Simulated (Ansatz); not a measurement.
**ZnCu2SnS4: do energies and stresses tell the same story?**

Theory: Ansatz, DFT PBE, scalar-relativistic, plane waves, PAW.

Plane waves to 420 eV, a k mesh through Γ of 10×10×10 on the computed 8-atom cell and Gaussian smearing (0.10 eV); no spin polarisation.

Relaxed cell: I-4, a = 5.471 Å, b = 5.471 Å, c = 10.924 Å, α = 90.00°, β = 90.00°, γ = 90.00°, 8 atoms in the primitive cell.

Energies at zero smearing and pressures from the stress tensor, at volumes with shape and atoms relaxed:
| V (Å³/atom) | E − E(first) (meV/atom) | P (GPa) |
| --- | --- | --- |
| 19.212 | 0.00 | 4.87 |
| 19.825 | -13.40 | 2.22 |
| 20.438 | -17.48 | -0.01 |
| 21.051 | -13.77 | -1.88 |
| 21.664 | -3.51 | -3.44 |

**Question.** Check P = −dE/dV between neighbouring volumes, and get the bulk modulus from the pressures alone.

**Answer.** With 1 eV/Å³ = 160.2 GPa:
| middle V (Å³/atom) | −ΔE/ΔV (GPa) | mean P (GPa) |
| --- | --- | --- |
| 19.518 | 3.502 | 3.543 |
| 20.131 | 1.067 | 1.104 |
| 20.744 | -0.970 | -0.942 |
| 21.358 | -2.682 | -2.659 |

The two differ by 0.04 GPa at most. The mean of two end pressures misses the average over a step by about ΔV² P″/12, up to 0.04 GPa here; with that taken off 0.01 GPa remains. Around V = 20.438 Å³/atom, the two neighbours give B = −V ΔP/ΔV = 20.438 × 4.09 / 1.226 = 68.2 GPa, against B0 = 67.9 GPa from the Birch–Murnaghan fit of the energies.

A ferromagnetic start lost its moments in a first run, so spin was left out; other magnetic orders weren't tried.

Cost: 6 runs of about 33 core-minutes in all, on Intel Xeon Platinum 8488C (Sapphire Rapids) (shared hosts).